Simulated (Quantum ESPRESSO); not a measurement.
**Rb under changes of volume**

One of the cells (88.043 Å³/atom); the others are scaled copies at fixed shape and fractional positions:

```xyz
1
Lattice="-2.8025 2.8025 2.8025 2.8025 -2.8025 2.8025 2.8025 2.8025 -2.8025" Properties=species:S:1:pos:R:3 pbc="T T T"
Rb    0.0000    0.0000    0.0000
```

| Quantity | Value |
| --- | --- |
| Program | Quantum ESPRESSO 7.5 |
| Functional | LDA |
| Potentials or basis | PseudoDojo 0.4.1 SR LDA standard |
| Cutoff | 571 eV |
| Density cutoff | 2286 eV |
| k mesh | 7 × 7 × 7 |
| Occupations | fermi-dirac, width 0.05 eV |
| Spin | no spin polarisation |

| volume (Å³/atom) | energy over the lowest point (meV/atom) | pressure (GPa) |
| --- | --- | --- |
| 82.761 | 0.00 | -0.3 |
| 84.522 | 2.65 | -0.3 |
| 86.283 | 5.89 | -0.4 |
| 88.043 | 9.63 | -0.4 |
| 89.804 | ? | ? |
| 91.565 | 18.47 | -0.5 |
| 93.326 | 23.49 | -0.5 |

**Question.** What does the run at 89.804 Å³/atom give?

**Answer.** Energy over the lowest point 13.83 meV/atom; pressure -0.5 GPa.

Worked out: A Birch-Murnaghan fit of order 3 (a polynomial in V^(-2/3)) to the other rows has no minimum within the range. It gives 13.84 meV/atom at 89.804 Å³/atom, against the run's 13.83, and -dE/dV = -0.4 GPa, against -0.5.

Energies are extrapolated to zero smearing.
